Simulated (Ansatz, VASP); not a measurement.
# Si: VASP beside Ansatz

The input POSCAR:

```
Si
1.0
    2.6205428149      0.0000000000      0.0000000000
   -1.3102714075      2.2694566494      0.0000000000
    0.0000000000      0.0000000000      2.4663543900
Si
1
Direct
    0.0000000000      0.0000000000      0.0000000000
```

File INCAR.step1:

```
PREC = Accurate
ENCUT = 600
EDIFF = 1E-5
ISMEAR = -1
SIGMA = 0.05
LREAL = False
LASPH = True
NELM = 80
ALGO = Normal
LWAVE = True
LCHARG = False
GGA = PE
```

File INCAR.step2:

```
PREC = Accurate
ENCUT = 600
EDIFF = 1E-6
ISMEAR = -1
SIGMA = 0.05
LREAL = False
LASPH = True
NELM = 80
ALGO = Normal
ISIF = 3
LWAVE = False
LCHARG = False
GGA = PS
LHFCALC = True
HFSCREEN = 0.2
PRECFOCK = Fast
IBRION = 2
NSW = 40
EDIFFG = -0.01
ISTART = 1
```

File KPOINTS:

```
regular mesh
0
Gamma
  6 6 6
```

The input input.yaml:

```yaml
crystal:
  lattice:
    - [2.6205428149, 0.0, 0.0]
    - [-1.3102714075, 2.2694566494, 0.0]
    - [0.0, 0.0, 2.46635439]
  atoms:
    - { symbol: Si, position: [0.0, 0.0, 0.0] }
hamiltonian:
  xc:
    exchange: hjs_pbesol
    correlation: pbesol
    exx: { coeff: 0.25, omega: 0.207 }
  pseudopotentials: { kind: paw }
kpoints:
  mp_grid: { grid: [6, 6, 6] }
scf:
  occupations: { method: fermi_dirac, width: 0.05 }
output:
  forces: true
  stress: true
  eigenvalues: true
relax:
  f_tol: 0.01
  max_steps: 40
  cell: { stress_tol: 0.05 }
```

This isn't the form of Si at room conditions, which is diamond.

Alike in both runs: task relaxation of cell and atoms; functional HSEsol; k mesh 6 × 6 × 6; occupations fermi-dirac, width 0.05 eV; no spin polarisation.

|  | VASP | Ansatz |
| --- | --- | --- |
| version | VASP 6.6.1 | Ansatz 0.2.0 |
| potentials or method | VASP PAW PBE potentials, release 64 (Si) | Ansatz PAW |
| plane-wave cutoff (eV) | 600 | 420 |
| valence electrons in the cell | 4 | 4 |

```tsv
	VASP	Ansatz	Ansatz less VASP
gap on the k mesh at the Fermi level, each at its own relaxed structure (eV)	none	none	-
relaxed volume (Å³/atom)	14.78	14.79	+0.008
relaxed cell length with the largest relative difference (Å)	2.497	2.499	+0.0013
energy change over the relaxation (meV/atom)	-4	-4	-0.1
```

A gap of «none» marks a metal or a gap that the smearing closes.

Caveats: the k mesh is coarse (spacing up to 0.46 Å⁻¹), so the values aren't converged, least of all with exact exchange; the PAW data sets were made with another functional, which shifts forces and pressure a little (VASP); the plane-wave basis is chosen anew once the cell has moved, so the energies of steps on either side of that aren't comparable (Ansatz); the PAW data sets come from PBE, with cores solved anew for the run's functional, which leaves a small shift of forces and pressure (Ansatz).
